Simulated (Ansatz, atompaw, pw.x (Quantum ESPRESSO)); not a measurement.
carbon: one change to the PAW (atompaw) potential, in the atom and in the bcc crystal

carbon, PAW, made with atompaw 4.2.0.5 (PBE, scalar-relativistic). Core [He], reference 2s2 2p2. Waves: 2s (bound): rc 1.40 bohr; 2s channel at 2.95 Ry: rc 2.60 bohr; 2p (bound): rc 2.50 bohr; 2p channel at 0.05 Ry: rc 2.60 bohr; 3d channel at 0.05 Ry: rc 2.60 bohr; 3d channel at 1.7 Ry: rc 2.60 bohr. Local part: vpsmatchnc scheme with l = 3 at 0 Ry, radius 2.30 bohr. Core correction: smooth core density matched at 2.35 bohr. Augmentation charge: sinc compensation charge, radius 2.50 bohr; PAW radius 2.60 bohr; waves and projectors: custom polynom gramschmidtortho.

Change: all radii scaled by about 1.19 (s 1.66, p 2.98, d 3.10 bohr); local potential vpsmatchnc scheme with l = 3 at 0 Ry, radius 2.74 bohr; augmentation sinc compensation charge, radius 2.98 bohr; PAW radius 3.10 bohr; waves and projectors: custom polynom gramschmidtortho; core correction smooth core density matched at 2.80 bohr.

Cutoffs, loose and tight: the cutoffs (Ry, on a coarse ladder) from which the occupation-weighted sum of valence levels, in a spherical-Bessel basis at the reference potential, stays within 10 and 1 mRy of its value at 400 Ry. They see the waves and projectors alone, not the compensation charge or the core.

Crystal test: bcc C in pw.x 7.5, no spin, 18³ k-points, Fermi–Dirac smearing 0.01 Ry, cutoffs set for each file from its atomic test. The reference is all-electron LAPW (Ansatz 0.2.0) with the same functional, mesh and smearing; V0 and B0 come from Birch–Murnaghan fits to the pressures at five volumes. Errors are pseudo minus all-electron; Δ is the rms difference of the E(V) curves that follow from these fits, minima aligned, over ±6 % about the mean V0. Mesh and smearing are coarse, so the numbers serve the comparison and aren't converged zero-temperature values; the lattice is a test structure that the element need not adopt.

All-electron: a0 = 2.375 Å (V0 = 6.70 Å³/atom), B0 = 182.8 GPa.

**Question.** Does the change bring the crystal closer to the all-electron result?

**Answer.** The mean pressure error goes from -5.00 to +9.99 GPa, so the change moves the solid further from the all-electron pressures.

| quantity | base | changed |
| --- | --- | --- |
| outcome (atom) | generated | generated |
| cutoff, loose (atom) | 12 Ry | 8 Ry |
| cutoff, tight (atom) | 25 Ry | 12 Ry |
| bound ghosts (atom) | none | none |
| cutoffs in pw.x (Ry) | 40/400 | 40/400 |
| a0 (Å) | 2.354 | – |
| a0 error (%) | -0.87 | – |
| B0 error (%) | +14.0 | – |
| Δ (meV/atom) | 7.3 | – |
| mean pressure error (GPa) | -5.00 | +9.99 |

A dash: not determined, or the minimum lies outside the volumes sampled.

Base: The largest radius (2.60 bohr) exceeds half the bond length (1.93 bohr), so the spheres overlap, which is one possible source of error among others. This is a poor potential for the solid. Changed file: The largest radius (3.10 bohr) exceeds half the bond length (1.93 bohr), so the spheres overlap, which is one possible source of error among others. This is a poor potential for the solid. The logarithmic derivative shows an extra or strongly shifted pseudo pole above the reference energy (p near 1.61 Ry). The atomic cutoffs weigh occupied waves only.
